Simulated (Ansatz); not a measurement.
Runs of Ansatz 0.2.0 on Te2Pt (Moncheite). It takes space group P-3m1 (No. 164, trigonal). Conventional cell: a = 4.010 Å, b = 4.010 Å, c = 5.201 Å, α = 90.00°, β = 90.00°, γ = 120.00°. Pt (site symmetry -3m) has 6 Te at 2.66 Å as nearest neighbours. Te (site symmetry 3m) has 3 Pt at 2.66 Å as nearest neighbours. 

```tsv
task	level	cell	k mesh	smearing	atoms under strain	gap on the mesh (eV)	pressure (GPa)	relaxed volume (Å³/atom)	largest force (eV/Å)
relaxation of cell and atoms	BLYP+D4	relaxed	8 × 8 × 5	fermi-dirac 0.05 eV	-	none	0.0	24.94	-
single point	PBE	as given	8 × 8 × 5	gaussian 0.029 eV	-	none	8.7	-	0.97
elastic constants	LDA	as given	6 × 6 × 4	fermi-dirac 0.05 eV	relaxed	none	-0.6	-	-
relaxation of cell and atoms	BLYP+D3(BJ)	relaxed	8 × 8 × 5	fermi-dirac 0.05 eV	-	none	0.0	(a)	-
phonons	LDA	as given	6 × 6 × 4	fermi-dirac 0.05 eV	-	none	-	-	-
single point	PBE	as given	8 × 8 × 5	gaussian 0.03 eV	-	none	8.7	-	0.97
```

Alike in all rows: potentials or basis Ansatz PAW; no spin polarisation; cutoff (eV) 420.

Problem. Fill in the values left out.

Solution. (a) 24.45.

Caveats: the PAW data sets come from PBE, with cores solved anew for the run's functional, which leaves a small shift of forces and pressure (some runs); the plane-wave basis is chosen anew once the cell has moved, so the energies of steps on either side of that aren't comparable (some runs); pairwise dispersion overbinds metals, which lowers pressure and volume (some runs); elastic constants of metals need much finer meshes, so these are rough (some runs).

A k mesh can miss the band edges, and the runs leave out spin-orbit coupling on Pt, Te.

A gap of «none» marks a metal or a gap under the smearing width.
